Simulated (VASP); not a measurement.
The system is Mg2Si.

```
Mg Si
1.0
     0.00000    3.19550    3.19550
     3.19550    0.00000    3.19550
     3.19550    3.19550    0.00000
Mg Si
2 1
Direct
  0.25000 0.25000 0.25000
  0.75000 0.75000 0.75000
  0.00000 0.00000 0.00000
```

- Program: VASP 6.6.1
- Task: relaxation of cell and atoms
- Functional: r2SCAN
- Potentials or basis: VASP PAW PBE potentials, release 64 (Mg, Si)
- Cutoff: 600 eV
- k mesh: 10 × 10 × 10
- Occupations: gaussian, width 0.03 eV
- Spin: no spin polarisation

At the start: pressure -1.7 GPa; volume 21.75 Å³/atom.

Where does the relaxation end?

Over 3 steps the energy falls by 3.4 meV/atom and the volume is 21.11 Å³/atom (-2.9 %); space group Fm-3m (No. 225, to 0.05 Å).

The path:
```tsv
step	energy change (eV)	largest force (eV/Å)	pressure (GPa)	volume (Å³)
1	0.0000	0.0000	-1.67	65.26
2	-0.0101	0.0000	0.19	63.15
3	-0.0103	0.0000	0.01	63.34
```

Final structure:
```
CELL_PARAMETERS angstrom
0.00000 3.16386 3.16386
3.16386 0.00000 3.16386
3.16386 3.16386 0.00000
ATOMIC_POSITIONS crystal
Mg 0.25000 0.25000 0.25000
Mg 0.75000 0.75000 0.75000
Si 0.00000 0.00000 0.00000
```

Caveat: the PAW data sets were made with another functional, which shifts forces and pressure a little.
